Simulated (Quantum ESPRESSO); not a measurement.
# SiO2 (P6_322) in Quantum ESPRESSO: single point with PBE

Aim: the single point of SiO2 with PBE.

Program: Quantum ESPRESSO 7.5. These are calculated values, not measurements. Logs are shortened: lines on timing, memory, paths and dates and some standing lists are left out, and cuts for length are marked.

## (1) Starting point

It takes space group P6_322 (No. 182, hexagonal). The conventional cell has a = 5.069 Å, b = 5.069 Å, c = 8.558 Å, α = 90.00°, β = 90.00°, γ = 120.00°. Si (site symmetry 3) is surrounded by 4 O at 1.60 to 1.61 Å. Around O (site symmetry 2) lie 2 Si at 1.61 Å. O (site symmetry 32) has 2 Si at 1.60 Å as nearest neighbours.

The cell comes from a database or a generator and needn't be the stable form of this composition.

## (2) Single point, PBE

run.py reads:

```python
import numpy as np
from ase.calculators.espresso import Espresso, EspressoProfile
from ase.io import read

atoms = read('POSCAR')

input_data = {
    'control': {'calculation': 'scf', 'prefix': 'pwscf', 'outdir': './tmp', 'tprnfor': True, 'tstress': True, 'disk_io': 'nowf'},
    'system': {'ecutwfc': 55.0, 'ecutrho': 440.0, 'nbnd': 43, 'occupations': 'smearing', 'smearing': 'fd', 'degauss': 0.00367493},
    'electrons': {'conv_thr': 2.4e-09, 'electron_maxstep': 120, 'mixing_beta': 0.5},
}
pseudopotentials = {'O': 'O.pbe-n-kjpaw_psl.0.1.UPF', 'Si': 'Si.pbe-n-rrkjus_psl.1.0.0.UPF'}
profile = EspressoProfile(command='pw.x', pseudo_dir='pseudo')
dft = Espresso(profile=profile, input_data=input_data, pseudopotentials=pseudopotentials, kpts=(6, 6, 3), koffset=(0, 0, 0))
atoms.calc = dft

print(f'energy {atoms.get_potential_energy():.8f} eV')
print('forces (eV/A)')
print(np.round(atoms.get_forces(), 6))
print('stress (eV/A^3, Voigt)')
print(np.round(atoms.get_stress(), 8))
print(f'Fermi level {dft.get_fermi_level():.4f} eV')
```

POSCAR reads:

```
SiO2
1.0
    5.0690738885      0.0000000000      0.0000000000
   -2.5345369442      4.3899467611      0.0000000000
    0.0000000000      0.0000000000      8.5584885400
Si O
4 8
Direct
    0.3333333333      0.6666666667      0.4371258000
    0.3333333333      0.6666666667      0.0628742000
    0.6666666667      0.3333333333      0.5628742000
    0.6666666667      0.3333333333      0.9371258000
    0.4212587450      0.0000000000      0.0000000000
    0.3333333333      0.6666666667      0.2500000000
    0.6666666667      0.3333333333      0.7500000000
    0.0000000000      0.5787412550      0.5000000000
    0.5787412550      0.5787412550      0.0000000000
    0.5787412550      0.0000000000      0.5000000000
    0.4212587450      0.4212587450      0.5000000000
    0.0000000000      0.4212587450      0.0000000000
```

Potentials or basis: SSSP 1.3 efficiency PBE.

Run with:

```bash
> OMP_NUM_THREADS=1 python run.py
```

What it wrote:

```text
energy -5174.33263114 eV
forces (eV/A)
[[ 0.        0.        0.0244  ]
 [-0.       -0.       -0.0244  ]
 [-0.       -0.       -0.0244  ]
 [ 0.        0.        0.0244  ]
 [-0.276338  0.        0.      ]
 [ 0.        0.        0.      ]
 [ 0.        0.        0.      ]
 [-0.138169  0.239315  0.      ]
 [ 0.138169  0.239315 -0.      ]
 [ 0.276338 -0.        0.      ]
 [-0.138169 -0.239315  0.      ]
 [ 0.138169 -0.239315 -0.      ]]
stress (eV/A^3, Voigt)
[-0.02770357 -0.02770357 -0.02779722 -0.          0.          0.        ]
Fermi level 4.9609 eV
```

espresso.pwi:

```text
&CONTROL
   calculation      = 'scf'
   tstress          = .true.
   tprnfor          = .true.
   outdir           = './tmp'
   prefix           = 'pwscf'
   disk_io          = 'nowf'
   pseudo_dir       = 'pseudo'
/
&SYSTEM
   nbnd             = 43
   ecutwfc          = 55.0
   ecutrho          = 440.0
   occupations      = 'smearing'
   degauss          = 0.00367493
   smearing         = 'fd'
   ntyp             = 2
   nat              = 12
   ibrav            = 0
/
&ELECTRONS
   electron_maxstep = 120
   conv_thr         = 2.4e-09
   mixing_beta      = 0.5
/
&IONS
/
&CELL
/
&FCP
/
&RISM
/
ATOMIC_SPECIES
Si 28.085 Si.pbe-n-rrkjus_psl.1.0.0.UPF
O 15.999 O.pbe-n-kjpaw_psl.0.1.UPF

K_POINTS automatic
6 6 3  0 0 0

CELL_PARAMETERS angstrom
5.06907388850000 0.00000000000000 0.00000000000000
-2.53453694420000 4.38994676110000 0.00000000000000
0.00000000000000 0.00000000000000 8.55848854000000

ATOMIC_POSITIONS angstrom
Si -0.0000000002 2.9266311742 3.7411361498  
Si -0.0000000002 2.9266311742 0.5381081202  
Si 2.5345369445 1.4633155869 4.8173523902  
Si 2.5345369445 1.4633155869 8.0203804198  
O 2.1353917046 0.0000000000 0.0000000000  
O -0.0000000002 2.9266311742 2.1396221350  
O 2.5345369445 1.4633155869 6.4188664050  
O -1.4668410919 2.5406432979 4.2792442700  
O 1.4668410920 2.5406432979 0.0000000000  
O 2.9336821839 0.0000000000 4.2792442700  
O 1.0676958523 1.8493034632 4.2792442700  
O -1.0676958523 1.8493034632 0.0000000000
```

espresso.pwo:

```text
This program is part of the open-source Quantum ESPRESSO suite
     for quantum simulation of materials; please cite
         "P. Giannozzi et al., J. Phys.:Condens. Matter 21 395502 (2009);
         "P. Giannozzi et al., J. Phys.:Condens. Matter 29 465901 (2017);
         "P. Giannozzi et al., J. Chem. Phys. 152 154105 (2020);
     in publications or presentations arising from this work. More details at

Warning: card &CELL ignored
Warning: card &FCP ignored
Warning: card &RISM ignored

     file O.pbe-n-kjpaw_psl.0.1.UPF: wavefunction(s)  2P renormalized
     Message from routine setup:
     using ibrav=0 with symmetry is DISCOURAGED, use correct ibrav instead

     G-vector sticks info
     --------------------
     sticks:   dense  smooth     PW     G-vecs:    dense   smooth      PW
     Sum        2773    1393    385               200111    70865   10589

     Using Slab Decomposition

     bravais-lattice index     =            0
     lattice parameter (alat)  =       9.5792  a.u.
     unit-cell volume          =    1285.2321 (a.u.)^3
     number of atoms/cell      =           12
     number of atomic types    =            2
     number of electrons       =        64.00
     number of Kohn-Sham states=           43
     kinetic-energy cutoff     =      55.0000  Ry
     charge density cutoff     =     440.0000  Ry
     scf convergence threshold =      2.4E-09
     mixing beta               =       0.5000
     number of iterations used =            8  plain     mixing
     Exchange-correlation= SLA  PW   PBX  PBC
                           (   1   4   3   4   0   0   0)

     celldm(1)=   9.579161  celldm(2)=   0.000000  celldm(3)=   0.000000
     celldm(4)=   0.000000  celldm(5)=   0.000000  celldm(6)=   0.000000

     crystal axes: (cart. coord. in units of alat)
               a(1) = (   1.000000   0.000000   0.000000 )
               a(2) = (  -0.500000   0.866025   0.000000 )
               a(3) = (   0.000000   0.000000   1.688373 )

     reciprocal axes: (cart. coord. in units 2 pi/alat)
               b(1) = (  1.000000  0.577350 -0.000000 )
               b(2) = (  0.000000  1.154701  0.000000 )
               b(3) = (  0.000000 -0.000000  0.592286 )

     PseudoPot. # 1 for Si read from file:
     Si.pbe-n-rrkjus_psl.1.0.0.UPF
     Pseudo is Ultrasoft + core correction, Zval =  4.0
     Generated using "atomic" code by A. Dal Corso  v.5.1
     Using radial grid of 1141 points,  6 beta functions with:
                l(1) =   0
                l(2) =   0
                l(3) =   1
                l(4) =   1
                l(5) =   2
                l(6) =   2
     Q(r) pseudized with 0 coefficients

     PseudoPot. # 2 for O  read from file:
     O.pbe-n-kjpaw_psl.0.1.UPF
     Pseudo is Projector augmented-wave + core cor, Zval =  6.0
     Generated using "atomic" code by A. Dal Corso  v.5.0.99 svn rev. 10869
     Shape of augmentation charge: BESSEL
     Using radial grid of 1095 points,  4 beta functions with:
                l(1) =   0
                l(2) =   0
                l(3) =   1
                l(4) =   1
     Q(r) pseudized with 0 coefficients

     atomic species   valence    mass     pseudopotential
     Si                4.00    28.08500     Si( 1.00)
     O                 6.00    15.99900     O ( 1.00)

     12 Sym. Ops. (no inversion) found ( 6 have fractional translation)

   Cartesian axes

     site n.     atom                  positions (alat units)
         1        Si     tau(   1) = (  -0.0000000   0.5773503   0.7380315  )
         2        Si     tau(   2) = (  -0.0000000   0.5773503   0.1061551  )
         3        Si     tau(   3) = (   0.5000000   0.2886751   0.9503417  )
         4        Si     tau(   4) = (   0.5000000   0.2886751   1.5822181  )
         5        O      tau(   5) = (   0.4212587   0.0000000   0.0000000  )
         6        O      tau(   6) = (  -0.0000000   0.5773503   0.4220933  )
         7        O      tau(   7) = (   0.5000000   0.2886751   1.2662799  )
         8        O      tau(   8) = (  -0.2893706   0.5012046   0.8441866  )
         9        O      tau(   9) = (   0.2893706   0.5012046   0.0000000  )
        10        O      tau(  10) = (   0.5787413   0.0000000   0.8441866  )
        11        O      tau(  11) = (   0.2106294   0.3648208   0.8441866  )
        12        O      tau(  12) = (  -0.2106294   0.3648208   0.0000000  )

     number of k points=    14  Fermi-Dirac smearing, width (Ry)=  0.0037
                       cart. coord. in units 2pi/alat
        k(    1) = (   0.0000000   0.0000000   0.0000000), wk =   0.0185185
        k(    2) = (   0.0000000   0.0000000   0.1974287), wk =   0.0370370
        k(    3) = (   0.0000000   0.1924501   0.0000000), wk =   0.1111111
        k(    4) = (   0.0000000   0.1924501   0.1974287), wk =   0.2222222
        k(    5) = (   0.0000000   0.3849002   0.0000000), wk =   0.1111111
        k(    6) = (   0.0000000   0.3849002   0.1974287), wk =   0.2222222
        k(    7) = (   0.0000000  -0.5773503   0.0000000), wk =   0.0555556
        k(    8) = (   0.0000000  -0.5773503   0.1974287), wk =   0.1111111
        k(    9) = (   0.1666667   0.2886751   0.0000000), wk =   0.1111111
        k(   10) = (   0.1666667   0.2886751   0.1974287), wk =   0.2222222
        k(   11) = (   0.1666667   0.4811252   0.0000000), wk =   0.2222222
        k(   12) = (   0.1666667   0.4811252   0.1974287), wk =   0.4444444
        k(   13) = (   0.3333333   0.5773503   0.0000000), wk =   0.0370370
        k(   14) = (   0.3333333   0.5773503   0.1974287), wk =   0.0740741

     Dense  grid:   200111 G-vectors     FFT dimensions: (  64,  64, 108)

     Smooth grid:    70865 G-vectors     FFT dimensions: (  45,  45,  80)

     Initial potential from superposition of free atoms

     starting charge      63.9978, renormalised to      64.0000
     Starting wfcs are   48 randomized atomic wfcs

     Self-consistent Calculation

     iteration #  1     ecut=    55.00 Ry     beta= 0.50
     Davidson diagonalization with overlap
     ethr =  1.00E-02,  avg # of iterations =  4.5

     total energy              =    -379.28819930 Ry
     estimated scf accuracy    <       3.20220187 Ry
[... 19 lines left out ...]
     total energy              =    -380.30558628 Ry
     estimated scf accuracy    <       0.02081729 Ry

     iteration #  5     ecut=    55.00 Ry     beta= 0.50
     Davidson diagonalization with overlap
     c_bands:  1 eigenvalues not converged
     ethr =  3.25E-05,  avg # of iterations =  3.6

     total energy              =    -380.30650042 Ry
     estimated scf accuracy    <       0.00271035 Ry

     iteration #  6     ecut=    55.00 Ry     beta= 0.50
     Davidson diagonalization with overlap
     ethr =  4.23E-06,  avg # of iterations =  8.1
[... 39 lines left out ...]
     iteration # 12     ecut=    55.00 Ry     beta= 0.50
     Davidson diagonalization with overlap
     ethr =  1.07E-11,  avg # of iterations =  2.0

     End of self-consistent calculation

          k = 0.0000 0.0000 0.0000 (  8895 PWs)   bands (ev):

   -18.8286 -18.4239 -17.4344 -16.7833 -16.7673 -16.7673 -16.7558 -16.7558
    -9.1480  -7.9123  -5.9488  -5.2102  -5.1754  -5.1754  -4.9805  -4.9805
    -2.4373  -1.9725  -1.9725  -1.6438  -1.6438  -1.3780  -1.3054  -1.3054
    -1.2855  -1.2855  -0.2135  -0.2135  -0.0739  -0.0247   0.5850   0.5850
     6.2076   8.4706   8.9068   9.4853   9.9866   9.9866  10.4229  10.8046
    10.8046  10.9190  12.5574
[... 39 lines left out ...]
   -18.4922 -18.3010 -17.5548 -17.2981 -16.7968 -16.7900 -16.7820 -16.7754
    -8.2784  -7.7590  -6.2299  -5.7541  -4.9422  -4.8851  -4.7832  -4.7433
    -2.3434  -2.1864  -2.0808  -1.9473  -1.8258  -1.6415  -1.5349  -1.4166
    -1.2527  -1.0466  -0.4986  -0.3441  -0.1202   0.0330   0.1435   0.4469
     7.7453   8.4937   9.7106   9.7794   9.9878  10.1977  10.4267  10.5735
    10.9488  11.4130  11.7863

          k = 0.0000-0.5774 0.0000 (  8856 PWs)   bands (ev):

   -18.3999 -17.9437 -17.9434 -17.4206 -16.8086 -16.7913 -16.7912 -16.7774
    -8.1197  -7.0461  -6.9447  -5.7867  -4.9772  -4.8815  -4.6339  -4.5765
    -2.5017  -2.2269  -2.2257  -2.1524  -1.8126  -1.7044  -1.3804  -1.2478
    -1.0920  -0.8032  -0.7168  -0.5813  -0.3130  -0.1338  -0.0052   0.6011
     8.4693   8.8739   9.4458   9.8999   9.9196  10.0322  10.4185  10.5877
    11.2076  11.3908  11.4543

          k = 0.0000-0.5774 0.1974 (  8848 PWs)   bands (ev):

   -18.3410 -18.1768 -17.6955 -17.4984 -16.8025 -16.7939 -16.7873 -16.7807
    -7.9754  -7.5709  -6.4044  -5.9599  -4.8804  -4.8254  -4.6863  -4.6667
    -2.4227  -2.3072  -2.1503  -2.0767  -1.7911  -1.6491  -1.5999  -1.3902
    -1.1897  -1.0137  -0.5229  -0.4312  -0.2128  -0.0836   0.1251   0.4325
     8.6504   8.9561   9.2591   9.2908   9.8859  10.2488  10.6488  10.8654
    11.2196  11.3280  11.5378
[... 48 lines left out ...]
   -18.1736 -18.1730 -17.6934 -17.6921 -16.8029 -16.7962 -16.7950 -16.7942
    -7.6129  -7.5951  -6.3667  -6.3268  -4.8219  -4.8025  -4.7116  -4.5611
    -2.5182  -2.3881  -2.2782  -2.2539  -1.6150  -1.5913  -1.5612  -1.3026
    -0.8898  -0.8128  -0.6464  -0.6304  -0.1854  -0.1540  -0.0560   0.2805
     9.1788   9.2951   9.4187   9.4947   9.6146   9.7711  10.6995  10.7010
    11.0193  11.2431  11.5661

     the Fermi energy is     4.9609 ev

!    total energy              =    -380.30646708 Ry
     estimated scf accuracy    <          1.3E-09 Ry
     smearing contrib. (-TS)   =      -0.00000000 Ry
     internal energy E=F+TS    =    -380.30646708 Ry

     The total energy is F=E-TS. E is the sum of the following terms:
     one-electron contribution =    -213.01794737 Ry
     hartree contribution      =     136.82132067 Ry
     xc contribution           =     -85.97035012 Ry
     ewald contribution        =    -142.18631822 Ry
     one-center paw contrib.   =     -75.95317204 Ry

     convergence has been achieved in  12 iterations

     Forces acting on atoms (cartesian axes, Ry/au):

     atom    1 type  1   force =     0.00000000    0.00000000    0.00094900
     atom    2 type  1   force =    -0.00000000   -0.00000000   -0.00094900
     atom    3 type  1   force =    -0.00000000   -0.00000000   -0.00094900
     atom    4 type  1   force =     0.00000000    0.00000000    0.00094900
     atom    5 type  2   force =    -0.01074782    0.00000000    0.00000000
     atom    6 type  2   force =     0.00000000    0.00000000    0.00000000
     atom    7 type  2   force =     0.00000000    0.00000000    0.00000000
     atom    8 type  2   force =    -0.00537391    0.00930789    0.00000000
     atom    9 type  2   force =     0.00537391    0.00930789   -0.00000000
     atom   10 type  2   force =     0.01074782   -0.00000000    0.00000000
     atom   11 type  2   force =    -0.00537391   -0.00930789    0.00000000
     atom   12 type  2   force =     0.00537391   -0.00930789   -0.00000000

     Total force =     0.026395     Total SCF correction =     0.000032

     Computing stress (Cartesian axis) and pressure

          total   stress  (Ry/bohr**3)                   (kbar)     P=       44.44
   0.00030173  -0.00000000  -0.00000000           44.39       -0.00       -0.00
  -0.00000000   0.00030173   0.00000000           -0.00       44.39        0.00
   0.00000000   0.00000000   0.00030275            0.00        0.00       44.54

=------------------------------------------------------------------------------=
   JOB DONE.
=------------------------------------------------------------------------------=
```

Wall time 2.6 min (1 thread of Arm Neoverse V2, shared host); peak memory 0.8 GiB.

What came out:

- Free energy: -5174.3331 eV
- Pressure: 4.4 GPa
- Largest force: 0.276 eV/Å
- Band gap on the k mesh: 5.61 eV, indirect (least direct gap 5.62 eV)

Forces in eV/Å, atoms in the order of the input:
```
Si   0.000  0.000  0.024
Si   0.000  0.000 -0.024
Si   0.000  0.000 -0.024
Si   0.000  0.000  0.024
O   -0.276  0.000  0.000
O    0.000  0.000  0.000
O    0.000  0.000  0.000
O   -0.138  0.239  0.000
O    0.138  0.239  0.000
O    0.276  0.000  0.000
O   -0.138 -0.239  0.000
O    0.138 -0.239  0.000
```

Caveat: an odd mesh through Γ misses points on the zone boundary, where band edges often lie.
